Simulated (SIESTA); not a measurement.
The system is WC (Qusongite).

```
CELL_PARAMETERS angstrom
2.90650 0.00000 0.00000
-1.45325 2.51710 0.00000
0.00000 0.00000 2.83660
ATOMIC_POSITIONS crystal
W 0.00000 0.00000 0.00000
C 0.66667 0.33333 0.50000
```

Base run:

* Program: SIESTA 5.4.2
* Functional: PBE
* Potentials or basis: PseudoDojo 0.4 standard (PBE files)
* Basis: DZP (energy shift 0.003 Ry; two zetas on semicore shells)
* Grid cutoff: 800 Ry
* Energy shift: 0.003 Ry
* k mesh: 10 × 10 × 9
* Occupations: fermi-dirac, width 0.05 eV
* Spin: no spin polarisation

Its results: band gap on the k mesh none (metal or under the smearing width); pressure 11.6 GPa.

Problem. After a change of settings the same cell gave: band gap on the k mesh none (metal or under the smearing width); pressure 0.6 GPa. Which change was it?
A. functional from PBE to AM05; potentials or basis from PseudoDojo 0.4 standard (PBE files) to PseudoDojo 0.4 standard (PBEsol files)
B. functional from PBE to BLYP
C. functional from PBE to vdW-DF-cx

Solution. A.

Caveats: short orbitals over semicore shells can move pressures by several GPa; spin-orbit coupling is left out, which moves the levels of the heavy elements; the basis of atomic orbitals isn't converged, which shifts pressures, moduli and gaps; the potentials were made for another functional, which shifts forces and pressure (some runs).
